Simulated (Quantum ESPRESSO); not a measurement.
BN:

```
CELL_PARAMETERS angstrom
0.00000 1.81300 1.81300
1.81300 0.00000 1.81300
1.81300 1.81300 0.00000
ATOMIC_POSITIONS crystal
N 0.25000 0.25000 0.25000
B 0.00000 0.00000 0.00000
```

The cell is a database's computed one.

Base run:

- Program: Quantum ESPRESSO 7.5
- Functional: PBE
- Potentials or basis: SG15 PBE 1.2
- Cutoff: 1197 eV
- Density cutoff: 4789 eV
- k mesh: 13 × 13 × 13
- Occupations: fermi-dirac, width 0.05 eV
- Spin: no spin polarisation

Its results: band gap on the k mesh 4.60 eV, indirect (least direct gap 8.76 eV); pressure -1.5 GPa.

Question: The run is repeated on the same cell with these changes: functional from PBE to PBEsol. What comes out?

Answer: Band gap on the k mesh 4.37 eV, indirect (least direct gap 8.69 eV); pressure -4.4 GPa.

PBEsol binds more tightly than PBE, so the same cell stands under less pressure.

Caveats: the potentials were made for another functional, which shifts forces and pressure (some runs).

A k mesh can miss the band edges.
